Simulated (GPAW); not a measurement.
Crystal: Tb.

```
CELL_PARAMETERS angstrom
0.00000 2.51997 2.51997
2.51997 0.00000 2.51997
2.51997 2.51997 0.00000
ATOMIC_POSITIONS crystal
Tb 0.00000 0.00000 0.00000
```

This isn't the form of Tb at room conditions, which is hcp.

| Quantity | Value |
| --- | --- |
| Program | GPAW 26.7.0 |
| Task | single point |
| Functional | PBE |
| Potentials or basis | GPAW PAW data sets (gpaw-data 1.2.1) |
| Cutoff | 800 eV |
| Basis | pw |
| k mesh | 9 × 9 × 9 |
| Occupations | fermi-dirac, width 0.05 eV |
| Spin | collinear spin, ferromagnetic start |
| Starting moments | [6.0] μB |

On this cell: pressure -0.5 GPa; net moment 5.86 μB per cell; site moments Tb +5.74 μB; band gap on the k mesh none (metal or under the smearing width).

The same run follows on a disturbed copy (cell strained at random at fixed volume):

```
Tb
1.0
    -0.04084    2.58236    2.45205
     2.49875   -0.01184    2.42305
     2.51580    2.57041   -0.02889
Tb
1
Direct
  0.98506 0.00114 0.02517
```

Problem. What does the disturbed cell give?

Solution. The energy (extrapolated to zero smearing) moves by +4.8 meV/atom; pressure -0.5 GPa; net moment 5.86 μB per cell; site moments Tb +5.74 μB; band gap on the k mesh none (metal or under the smearing width).

Stress tensor (GPa, compression positive):
```
-0.49  0.26  0.68
 0.26 -1.00  0.00
 0.68  0.00  0.10
```

Caveats: one-centre terms of the f shell are cut off; the magnetic or orbital state may not be the lowest; spin-orbit coupling is left out, which moves the levels of the heavy elements.
